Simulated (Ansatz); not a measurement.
# Si: the cost of one run

Computed with Ansatz 0.2.0 (DFT PBEsol, scalar-relativistic, plane waves, PAW, unless a step's input says otherwise).

## 1. The starting structure

Symmetry: Cmcm, No. 63, orthorhombic system. Conventional cell: a = 3.829 Å, b = 10.705 Å, c = 12.673 Å, α = 90.00°, β = 90.00°, γ = 90.00°. Si (site symmetry m) has 4 Si at 2.34 to 2.38 Å as nearest neighbours. Si (site symmetry m) has 4 Si at 2.35 to 2.38 Å as nearest neighbours.

Coordinates:

```
CELL_PARAMETERS angstrom
1.91443 -5.35268 0.00000
1.91443 5.35268 0.00000
0.00000 0.00000 12.67273
ATOMIC_POSITIONS crystal
Si 0.75727 0.24273 0.94511
Si 0.24273 0.75727 0.05489
Si 0.75727 0.24273 0.55489
Si 0.24273 0.75727 0.44511
Si 0.42869 0.57131 0.15727
Si 0.57131 0.42869 0.84273
Si 0.42869 0.57131 0.34273
Si 0.57131 0.42869 0.65727
Si 0.97127 0.02873 0.90937
Si 0.02873 0.97127 0.09063
Si 0.97127 0.02873 0.59063
Si 0.02873 0.97127 0.40937
```

This is candidate A: structure listed in a database for this formula (Cmcm, No. 63).

(A quick probe on a coarse mesh, which set the mesh and smearing, is not shown.)

## 3. The relaxation (candidate A)

input.yaml reads:

```yaml
crystal:
  lattice:
    - [1.914432475, -5.35268036, 0.0]
    - [1.914432475, 5.35268036, 0.0]
    - [0.0, 0.0, 12.67273019]
  atoms:
    - { symbol: Si, position: [0.75726618, 0.24273382, 0.94510656] }
    - { symbol: Si, position: [0.24273382, 0.75726618, 0.05489344] }
    - { symbol: Si, position: [0.75726618, 0.24273382, 0.55489344] }
    - { symbol: Si, position: [0.24273382, 0.75726618, 0.44510656] }
    - { symbol: Si, position: [0.42868506, 0.57131494, 0.15727091] }
    - { symbol: Si, position: [0.57131494, 0.42868506, 0.84272909] }
    - { symbol: Si, position: [0.42868506, 0.57131494, 0.34272909] }
    - { symbol: Si, position: [0.57131494, 0.42868506, 0.65727091] }
    - { symbol: Si, position: [0.97127059, 0.02872941, 0.9093701] }
    - { symbol: Si, position: [0.02872941, 0.97127059, 0.0906299] }
    - { symbol: Si, position: [0.97127059, 0.02872941, 0.5906299] }
    - { symbol: Si, position: [0.02872941, 0.97127059, 0.4093701] }
basis:
  ecutwfc: 420
kpoints:
  mp_grid: { grid: [10, 10, 4] }
hamiltonian:
  xc: pbesol
scf:
  occupations: { method: gaussian, width: 0.02 }
output:
  forces: true
  stress: true
  eigenvalues: true
relax:
  adjacent_minimum: "off"
  f_tol: 0.01
  max_steps: 80
  cell: { stress_tol: 0.05 }
```

What time and memory should one allow on 1 thread of an x86-64 CPU, shared host?

About 1.9 min, with a peak of 1 GiB.
